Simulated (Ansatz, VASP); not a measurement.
**AlN in VASP and in Ansatz**

```
Al N
1.0
     0.00000    1.97228    1.97228
     1.97228    0.00000    1.97228
     1.97228    1.97228    0.00000
Al N
1 1
Direct
  0.50000 0.50000 0.50000
  0.00000 0.00000 0.00000
```

Alike in both runs: task single point; functional PBE; k mesh 10 × 10 × 10; occupations gaussian, width 0.02 eV; no spin polarisation.

```csv
,VASP,Ansatz
version,VASP 6.6.1,Ansatz 0.2.0
potentials or method,"VASP PAW PBE potentials, release 64 (Al, N)","scalar-relativistic, plane waves, PAW"
plane-wave cutoff (eV),520,420
valence electrons in the cell,8,8
```

|  | VASP | Ansatz | Ansatz less VASP |
| --- | --- | --- | --- |
| gap on the k mesh at the Fermi level (eV) | 5.17 | 5.15 | -0.014 |
| least direct gap on the mesh (eV) | 6.79 | 6.77 | -0.019 |

 A k mesh can miss the band edges. PBE gaps usually lie below the measured ones, often by a third to a half.
